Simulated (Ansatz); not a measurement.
# Where Tl_Al puts its levels in the gap of AlN (P6_3mc), part 2 of 2

Charge states of Tl_Al in AlN (P6_3mc), set against the band edges. Model: a cell of 72 host atoms with 1 Al taken out and 1 Tl put in.

Ansatz; place-levels on r2SCAN runs: charge-transition levels and formation energies with image-charge correction and potential alignment at the atomic sites; PAW set soft_1.

So far: Set-up; Charge states.

## Step 3: Placing the levels, r2SCAN

A charged cell interacts with its images and the background, and its potential has another zero than the host's. place-levels removes the first by a point-charge model, screened by the static dielectric constant since the ions have relaxed around the charge, and the second by comparing potentials at atoms far from the defect.

The host is a run of the defect-free crystal in the same cutoffs, grids and k-points, so that basis and sampling errors cancel in part in the differences. The host is run in a cell of 8 atoms on a matching mesh. Its band edges are searched through the zone by a band path, so the gap is smaller than, or equal to, that on the mesh. Chemical potentials are energies per atom of Al (fcc) and Tl (hcp), run with the same functional and cutoff.

Contents of levels.point.yaml:

```yaml
host:
  run: host.point.run
states: [qm2.point.run, qm1_M1.point.run, q0.point.run, q0_M2.point.run, qp1_M1.point.run, qp1_M3.point.run]
geometry_from:
  qm2.point.run: qm2.relax.run
  qm1_M1.point.run: qm1_M1.relax.run
  q0.point.run: q0.relax.run
  q0_M2.point.run: q0_M2.relax.run
  qp1_M1.point.run: qp1_M1.relax.run
  qp1_M3.point.run: qp1_M3.relax.run
  host.point.run: host.relax.run
chemical_potentials:
  Al:
    energy: -540.418346
    dataset: <sha256 of the dataset>
  Tl:
    energy: -11460.43654
    dataset: "<sha256 of the dataset>"
epsilon: [4.49, 4.49, 4.72]
static_epsilon: [8.15, 8.15, 9.65]
vertical:
  - { from: qm2.point.run, to: qm2.point_neutral.run }
  - { from: qm1_M1.point.run, to: qm1_M1.point_neutral.run }
  - { from: qp1_M1.point.run, to: qp1_M1.point_neutral.run }
  - { from: qp1_M3.point.run, to: qp1_M3.point_neutral.run }
```

Started as:

```bash
ansatz place-levels levels.point.yaml -- --threads 4 --pin off --max-ram 15073MiB
```

What it wrote:

```text
[... repeated set-up lines and file paths are left out, and long positions are rounded to six places ...]
(+1/0) 0.104 eV beneath the valence edge (-0.244 eV without the band-filling correction), in the valence band
(0/-1) 4.212 eV above the valence edge, 0.666 eV under the conduction edge; not on the lower envelope
(-1/-2) 4.155 eV above the valence edge, 0.723 eV under the conduction edge; not on the lower envelope
(0/-2) 4.183 eV above the valence edge, 0.695 eV under the conduction edge: charges between them are lowest nowhere
formation energy of charge +1: +6.304 eV with the Fermi level at the valence edge
formation energy of charge 0: +6.200 eV with the Fermi level at the valence edge
formation energy of charge -1: +10.412 eV with the Fermi level at the valence edge
formation energy of charge -2: +14.567 eV with the Fermi level at the valence edge
vertical -2 to 0: no energy, since no alignment is typed
  the change from vertical[0].from (qm2.point.run) to vertical[0].to (qm2.point_neutral.run): by its potential at epsilon [4.49, 4.49, 4.72] it stands at 0.465 0.534 0.520, with an rms radius of about 2.1 Å (1.0 1.0 1.5 Å across the planes of the cell's [...]
vertical -1 to 0: no energy, since no alignment is typed
  the change from vertical[1].from (qm1_M1.point.run) to vertical[1].to (qm1_M1.point_neutral.run): by its potential at epsilon [4.49, 4.49, 4.72] it stands at 0.464 0.537 0.514, with an rms radius of about 1.9 Å (1.0 1.0 1.3 Å across the planes of the cell's [...]
vertical +1 to 0: no energy, since no alignment is typed
  the change from vertical[2].from (qp1_M1.point.run) to vertical[2].to (qp1_M1.point_neutral.run): by its potential at epsilon [4.49, 4.49, 4.72] it stands at 0.461 0.542 0.626, with an rms radius of about 3.3 Å (1.2 1.2 2.8 Å across the planes of the cell's [...]
vertical +1 to 0: no energy, since no alignment is typed
  the change from vertical[3].from (qp1_M3.point.run) to vertical[3].to (qp1_M3.point_neutral.run): by its potential at epsilon [4.49, 4.49, 4.72] it stands at 0.520 0.480 0.437, with an rms radius of about 3.3 Å (1.6 1.6 2.4 Å across the planes of the cell's [...]
  edges by r2scan, gap 4.878 eV; the host is sampled to repeats of 18.64 Å
  the defect's cells are sampled to repeats of 18.64 Å, like sampling
  charge +1: -44346.0038 eV with its correction of +0.527 eV, at epsilon [8.15, 8.15, 9.65], aligned at sites: +0.2638 eV, mean over 33 atomic sites at or beyond 4.66 Å from the host's site at [0.4444, 0.5556, 0.4997] by the defect at [0.4444, 0.5556, [...]
  charge 0: +0.000 eV for its dipole among its images, +0.000 omitted
  charge -1: -44328.2000 eV with its correction of -0.074 eV, at epsilon [8.15, 8.15, 9.65], aligned at sites: +0.3370 eV, mean over 33 atomic sites at or beyond 4.66 Å from the host's site at [0.4444, 0.5556, 0.4997] by the defect at [0.4444, 0.5556, [...]
  charge -2: -44317.1271 eV with its correction of +0.310 eV, at epsilon [8.15, 8.15, 9.65], aligned at sites: +0.3703 eV, mean over 33 atomic sites at or beyond 4.66 Å from the host's site at [0.4444, 0.5556, 0.4997] by the defect at [0.4444, 0.5556, [...]
  charge +1: states[5] (qp1_M3.point.run) stands 3.325 eV higher, with a moment of 3.00 μB against 1.00
  states[5] (qp1_M3.point.run): levels filled in part (TS 0.005 eV): its energy is of no whole electron's
  charge 0: states[3] (q0_M2.point.run) stands 3.597 eV higher, with a moment of 2.00 μB against 0.00
  of states[4] (qp1_M1.point.run): it parts from the run at its places by a charge that spreads by about 2.8 Å along one vector (1.7 Å or more is wide), by its potential at epsilon [4.49, 4.49, 4.72], taken for that of held ions (one typed too small widens [...]
  of states[2] (q0.point.run): its displacements don't fall off away from the defect: farther atoms stand 0.014 Å off the host's places. [...]
  of states[1] (qm1_M1.point.run): its displacements don't fall off away from the defect: farther atoms stand 0.023 Å off the host's places. [...]
  of states[0] (qm2.point.run): it parts from the run that its charge is read beside by 2 carriers, of which the mean alone is read, by its potential at epsilon [4.49, 4.49, 4.72], taken for that of held ions (one typed too small widens it): that is narrow, [...]
  of states[5] (qp1_M3.point.run): it parts from the run at its places by a charge that spreads by about 2.4 Å along one vector (1.7 Å or more is wide), by its potential at epsilon [4.49, 4.49, 4.72], taken for that of held ions (one typed too small widens [...]
  of states[3] (q0_M2.point.run): its displacements don't fall off away from the defect: farther atoms stand 0.026 Å off the host's places. [...]
  of vertical[0].from (qm2.point.run): it parts from the run that its charge is read beside by 2 carriers, of which the mean alone is read, by its potential at epsilon [4.49, 4.49, 4.72], taken for that of held ions (one typed too small widens it): that is [...]
  of vertical[1].from (qm1_M1.point.run): its displacements don't fall off away from the defect: farther atoms stand 0.023 Å off the host's places. [...]
  of vertical[1].to (qm1_M1.point_neutral.run): its displacements don't fall off away from the defect: farther atoms stand 0.023 Å off the host's places. [...]
  of vertical[2].from (qp1_M1.point.run): its displacements don't fall off away from the defect: farther atoms stand 0.018 Å off the host's places. [...]
  of vertical[2].to (qp1_M1.point_neutral.run): its displacements don't fall off away from the defect: farther atoms stand 0.018 Å off the host's places. [...]
  vertical[3].from (qp1_M3.point.run): levels filled in part (TS 0.005 eV): its energy is of no whole electron's
  of vertical[3].from (qp1_M3.point.run): its displacements don't fall off away from the defect: farther atoms stand 0.027 Å off the host's places. [...]
  of vertical[3].to (qp1_M3.point_neutral.run): its displacements don't fall off away from the defect: farther atoms stand 0.027 Å off the host's places. [...]
```

Elapsed: 0.59 s, on 4 threads of Arm Neoverse V2, shared host.

Levels between the charges placed, in eV above the valence top:

```
        gap (eV)  (+1/0)  (0/−1)  (−1/−2)
r2SCAN      4.88   -0.10    4.21     4.15
```

Corrections by state:

| charge | moment (μB) | image terms and alignment (eV) | band filling (eV) | ε used | over the lowest of its charge, as the program ranks them, band filling apart (eV) |
| --- | --- | --- | --- | --- | --- |
| +1 | 1.0 | 0.527 | -0.140 | principal values (8.15, 8.15, 9.65) | 0.000 |
| 0 | 0.0 | 0.000 | - | - | 0.000 |
| −1 | 1.0 | -0.074 | - | principal values (8.15, 8.15, 9.65) | 0.000 |
| −2 | 0.0 | 0.310 | - | principal values (8.15, 8.15, 9.65) | 0.000 |
| +1 | 3.0 | 0.508 | - | principal values (8.15, 8.15, 9.65) | 3.325 |
| 0 | 2.0 | 0.000 | - | - | 3.597 |

The charged structures listed were also run neutral, and place-levels reads from each pair, by the potential or the spins, how wide the charge is by which they differ; that can be the carrier of either run.

```
charge  rms radius (Å)  spread where it is widest against the cell (Å)  wide from (Å)  reading
    +1             3.3                                            2.84           1.72     wide
    −1             1.9                                            1.29           1.72   narrow
    −2             2.1                                            1.54           1.72   narrow
```

The neutral runs of these pairs need not share the spin of the lowest neutral state, and very wide values only mean spread over the cell.

From the program's caveats on the states, each cut to its opening words:

- charge +1 (1 μB): it parts from the run at its places by a charge that spreads by about 2.8 Å along one vector (1.7 Å or more is wide), by its potential at epsilon [4.49, 4.49, [...]
- charge +1 (1 μB): a band-filling correction moves a carrier to the host's band edge, which changes its energy by -0.140 eV
- charge +1 (1 μB): its displacements don't fall off away from the defect: farther atoms stand 0.018 Å off the host's places
- charge +1 (1 μB), −1 (1 μB), +1 (3 μB), 0 (2 μB): flagged: stability check not made
- charge 0: its displacements don't fall off away from the defect: farther atoms stand 0.014 Å off the host's places
- charge −1 (1 μB): its displacements don't fall off away from the defect: farther atoms stand 0.023 Å off the host's places
- charge −2: it parts from the run that its charge is read beside by 2 carriers, of which the mean alone is read, by its potential at epsilon [4.49, 4.49, 4.72], taken for [...]
- charge −2: the far atoms show a dipole or second moment of the defect's charge, for which the correction takes or leaves out 0.061 eV: further moments aren't read, and [...]
- charge +1 (3 μB): it parts from the run at its places by a charge that spreads by about 2.4 Å along one vector (1.7 Å or more is wide), by its potential at epsilon [4.49, 4.49, [...]
- charge +1 (3 μB): its alignment with the host at atomic sites is doubtful: the mean over the far sites moves by -0.0686 eV from their farther parts to their nearer, more than [...]
- charge +1 (3 μB): the host's ions (past the first shell or, of a walk that freed a part, those that it held) aren't shown at rest: they stand up to 0.156 Å off their sites, 2.87 [...]
- charge +1 (3 μB): its displacements don't fall off away from the defect: farther atoms stand 0.027 Å off the host's places
- charge +1 (3 μB): its moments are held at its close (magnetization.spin_locking), by a field of 1.151 eV a Bohr magneton, and its energy and levels are of the state that this [...]
- charge 0 (2 μB): its displacements don't fall off away from the defect: farther atoms stand 0.026 Å off the host's places

The host's formation energy from the elements is -1.627 eV per atom; it sets how far the chemical potentials can move.

Limit set by the element alone; other compounds of these elements are not counted. Chemical potentials from the elements' reference states: Al 0.00 eV, N -3.25 eV, Tl 0.00 eV. Formation energy by charge state (Al-rich; gap 4.88 eV):

| charge | at valence top (eV) | at conduction bottom (eV) | correction included (eV) |
| --- | --- | --- | --- |
| +1 | 6.30 | 11.18 | 0.39 |
| 0 | 6.20 | 6.20 | 0.00 |
| −1 | 10.41 | 5.53 | -0.07 |
| −2 | 14.57 | 4.81 | 0.31 |

Fermi level (eV), lowest formation energy (eV) and a bar from the least value:
```
     0.00       6.20 ##############################
     0.44       6.20 ##############################
     0.89       6.20 ##############################
     1.33       6.20 ##############################
     1.77       6.20 ##############################
     2.22       6.20 ##############################
     2.66       6.20 ##############################
     3.11       6.20 ##############################
     3.55       6.20 ##############################
     3.99       6.20 ##############################
     4.43       5.70 ###################
     4.88       4.81
```

Limit set by the element alone; other compounds of these elements are not counted. Chemical potentials from the elements' reference states: N 0.00 eV, Al -3.25 eV, Tl 0.00 eV. Formation energies (N-rich), with the Fermi level at the valence top and at the conduction bottom (gap 4.88 eV):

```csv
charge,at valence top (eV),at conduction bottom (eV),correction included (eV)
+1,3.05,7.93,0.39
0,2.95,2.95,0.00
−1,7.16,2.28,-0.07
−2,11.31,1.56,0.31
```

```tsv
Fermi level (eV)	lowest formation energy (eV)
0.00	2.95
0.44	2.95
0.89	2.95
1.33	2.95
1.77	2.95
2.22	2.95
2.66	2.95
3.11	2.95
3.55	2.95
3.99	2.95
4.43	2.44
4.88	1.56
```

## Step 4: The same at the relaxations' own k-points

The relaxations' own energies give the levels at their sampling, for comparison.

Contents of levels.relax_mesh.yaml:

```yaml
host:
  run: host.relax.run
states: [qm2.relax.run, qm1_M1.relax.run, q0.relax.run, q0_M2.relax.run, qp1_M1.relax.run, qp1_M3.relax.run]
chemical_potentials:
  Al:
    energy: -540.418346
    dataset: <sha256 of the dataset>
  Tl:
    energy: -11460.43654
    dataset: "<sha256 of the dataset>"
```

Started as:

```bash
ansatz place-levels levels.relax_mesh.yaml -- --threads 4 --pin off --max-ram 15073MiB
```

What it wrote:

```text
[...]
formation energy of charge +1: +6.284 eV with the Fermi level at the valence edge
formation energy of charge 0: +6.183 eV with the Fermi level at the valence edge
formation energy of charge -1: +10.484 eV with the Fermi level at the valence edge
formation energy of charge -2: +14.720 eV with the Fermi level at the valence edge
  edges by r2scan, gap 4.886 eV; the host is sampled to repeats of 13.64 Å
[... the lines on each state left out ...]
```

Elapsed: 0.18 s, on 4 threads.

Levels between neighbouring charges, in eV above the valence top:

```
                        gap (eV)  (+1/0)  (0/−1)  (−1/−2)
one point at (¼, ¼, ¼)      4.89   -0.10    4.30     4.24
  a 2×2×2 shifted mesh      4.88   -0.10    4.21     4.15
```

Going from one point at (¼, ¼, ¼) to a 2×2×2 shifted mesh moves the levels that carry no band-filling term by up to 0.09 eV and formation energies against the elements by up to 0.15 eV; band-filling terms, which differ between samplings, are in these energies.

## Step 5: What came out

* gap of the host: 4.88 eV (r2SCAN)
* level (plus 1/0): 0.10 eV below the valence top (-0.24 eV above the valence top without the band-filling term)
* level (0/minus 1): 4.21 eV above the valence top, not a change between lowest states
* level (minus 1/minus 2): 4.15 eV above the valence top, not a change between lowest states
* level (0/minus 2): 4.18 eV above the valence top
* lowest of the charges placed, just above the valence top (0.02 eV): 0
* lowest of the charges placed, just below the conduction bottom (0.02 eV): −2
* lowest formation energy at mid-gap of the charges run, Al-rich: 6.20 eV
* lowest formation energy at mid-gap of the charges run, N-rich: 2.95 eV

Of the charges placed (−2, −1, 0 and +1), the lowest changes at 4.18 eV (0/−2) above the valence top, in a gap of 4.88 eV. (0/−2) passes over charge −1, which lies 0.03 eV above the two there; a lower structure or spin state of it, if missed, would change that. Charges below −2 were not placed, so these runs say nothing of levels that involve them. States placed: +1 at 1 μB and 3 μB; 0 at 0 μB and 2 μB; −1 at 1 μB; −2 at 0 μB. Other spin states or structures, where not listed, weren't placed. The program finds carriers beyond a band edge of the host and adds a band-filling term at charge +1 (-0.14 eV); steps to such a charge show no bound level, and a defect level inside a band would be read the same way. Tl is taken at its element; compounds, which aren't counted here, bound the chemical potentials and would shift these formation energies. Going from one point at (¼, ¼, ¼) to a 2×2×2 shifted mesh moves the levels that carry no band-filling term by up to 0.09 eV and formation energies against the elements by up to 0.15 eV; band-filling terms, which differ between samplings, are in these energies. The program doubts the alignment of potentials for at least one state, a sign that the cell is small. Limits: r2SCAN makes the gap too small and tends to spread out bound carriers; where a gas molecule sets a chemical potential or the host's formation energy, its binding is uncorrected; spin–orbit coupling, which can matter with heavy atoms, is left out; force components of up to 0.35 eV/Å remain in a run at the final settings.

[Logs are printed without paths, hosts, clocks, repeated set-up lines and the standing remarks that a program may print on its own settings, such as how far it seeks lower states.]

[Hosts, paths, dates, database ids (printed as entryN), source tags and the programs' standing remarks are cut or masked in the printed files.]

[Where a table of states has a column of steps, it counts the stored structures, which are thinned; the runs took as many ionic steps or more.]

[A defect's name tells the site on which it was built; relaxed atoms can leave that site.]

[For some hosts the program warned that the k-mesh of the response run may be too coarse for force constants and the static dielectric constant; such warnings are not shown here.]
